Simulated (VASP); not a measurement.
# KBr in VASP 6.6.1, single-point calculation

INCAR

```
PREC = Accurate
LASPH = .TRUE.
NELM = 120
SIGMA = 0.02
ISIF = 2
LREAL = Auto
NELECT = 16.02
IBRION = -1
METAGGA = MS2
ENCUT = 520
EDIFF = 1E-7
NSW = 0
LCHARG = .FALSE.
LWAVE = .FALSE.
ISMEAR = -1
NBANDS = 15
```

KPOINTS

```
KPOINTS created by Atomic Simulation Environment
0
Gamma
6 6 6
0 0 0
```

POSCAR

```
K  Br
 1.0000000000000000
     0.0550374636000000    3.3572852783000000    3.3572852783000000
     3.3572852783000000    0.0550374636000000    3.3572852783000000
     3.3572852783000000    3.3572852783000000    0.0550374636000000
 K   Br
   1   1
Cartesian
  0.0000000000000000  0.0000000000000000  0.0000000000000000
  3.3848040100999994  3.3848040100999994  3.3848040100999990
```

The recommended PBE PAW datasets give the neutral cell 16 valence electrons.

Command

```
mpirun -np 1 vasp_std
```

Task: How does this run end, and what does it give?

Result: It converged. Results: pressure 0.0 GPa.

OSZICAR

```
N       E                     dE             d eps       ncg     rms          rms(c)
DAV:   1     0.783400660158E+02    0.78340E+02   -0.63747E+03   960   0.878E+02
DAV:   2    -0.132189715980E+02   -0.91559E+02   -0.84480E+02  1276   0.222E+02
DAV:   3    -0.189857445912E+02   -0.57668E+01   -0.56712E+01  1487   0.477E+01
DAV:   4    -0.191336907316E+02   -0.14795E+00   -0.14764E+00  1109   0.767E+00
DAV:   5    -0.191374791029E+02   -0.37884E-02   -0.37838E-02  1337   0.109E+00    0.540E+00
DAV:   6    -0.126876956945E+02    0.64498E+01   -0.17347E+01  1163   0.249E+01    0.320E+00
DAV:   7    -0.123958679810E+02    0.29183E+00   -0.11204E+00  1177   0.990E+00    0.216E+00
DAV:   8    -0.124401606007E+02   -0.44293E-01   -0.75337E-02  1359   0.257E+00    0.137E+00
DAV:   9    -0.125090066914E+02   -0.68846E-01   -0.15654E-01  1337   0.358E+00    0.104E+00
DAV:  10    -0.125283543021E+02   -0.19348E-01   -0.23201E-02  1465   0.157E+00    0.503E-01
DAV:  11    -0.125310229736E+02   -0.26687E-02   -0.35013E-03  1531   0.678E-01    0.248E-01
DAV:  12    -0.125317167293E+02   -0.69376E-03   -0.13214E-03  1482   0.421E-01    0.792E-02
DAV:  13    -0.125318111479E+02   -0.94419E-04   -0.36342E-04  1517   0.232E-01    0.258E-02
DAV:  14    -0.125318152328E+02   -0.40848E-05   -0.97733E-06  1497   0.352E-02    0.142E-02
DAV:  15    -0.125318192591E+02   -0.40263E-05   -0.27013E-06  1334   0.184E-02    0.475E-03
DAV:  16    -0.125318209559E+02   -0.16968E-05   -0.50745E-07  1442   0.572E-03    0.266E-03
DAV:  17    -0.125318205698E+02    0.38612E-06   -0.16703E-07  1141   0.400E-03    0.107E-03
DAV:  18    -0.125318205394E+02    0.30447E-07   -0.14428E-08   592   0.129E-03
   1 F= -.12531821E+02 E0= -.12531518E+02  d E =-.605096E-03
```

The cell is charged and sits in a uniform background.

For comparison, a separate PBE run of the intended cell, on usual settings and not on those above, gives a gap of 4.34 eV on its mesh and a pressure of 0.3 GPa.
